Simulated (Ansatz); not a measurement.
Ge: what symmetry allows forces and stress to be

```yaml
crystal:
  lattice:
    - [-0.00102, 2.90051, 2.94294]
    - [2.90051, -0.00102, 2.94294]
    - [2.88139, 2.88139, 0.01810]
  atoms:
    - { symbol: Ge, position: [0.53600, 0.53600, 0.50024] }
    - { symbol: Ge, position: [0.71400, 0.71400, 0.74976] }
```

Level of theory: DFT PBEsol, scalar-relativistic, plane waves, PAW in Ansatz 0.2.0.

Plane waves to 420 eV, a k mesh through Γ of 12×12×12 on the computed 2-atom cell and Gaussian smearing (0.10 eV); no spin polarisation.

This distorted cell has space group C2/m, with 4 operations.

Without a calculation: in which directions can each atom feel a force?

A force must be left unchanged by every operation that keeps its atom in place, so it lies in the space that those operations leave fixed. Atoms that the group maps onto each other feel forces of one size.
```tsv
atom	site symmetry	operations at the site	equivalent to atom	allowed force (Cartesian)
Ge1	m	2	1	in the plane normal to (0.71, -0.71, 0.00)
Ge2	m	2	1	in the plane normal to (0.71, -0.71, 0.00)
```

That leaves 2 independent force components of 6. A relaxation in this cell that keeps the symmetry moves the atoms in these directions alone.

And the stress tensor?

It must be invariant under the point group, which leaves 4 independent components: xx = yy, yz = xz.

Do the computed values obey this?

Yes. Forces (eV/Å):
```
Ge1 -4.405 -4.405 -4.726
Ge2  4.405  4.405  4.726
```

Stress (GPa, compression positive, xx yy zz yz xz xy): 8.33 8.33 2.96 11.73 11.73 15.38. The program imposes the same operations on density, forces and stress, so this confirms the analysis and is no independent test of the calculation.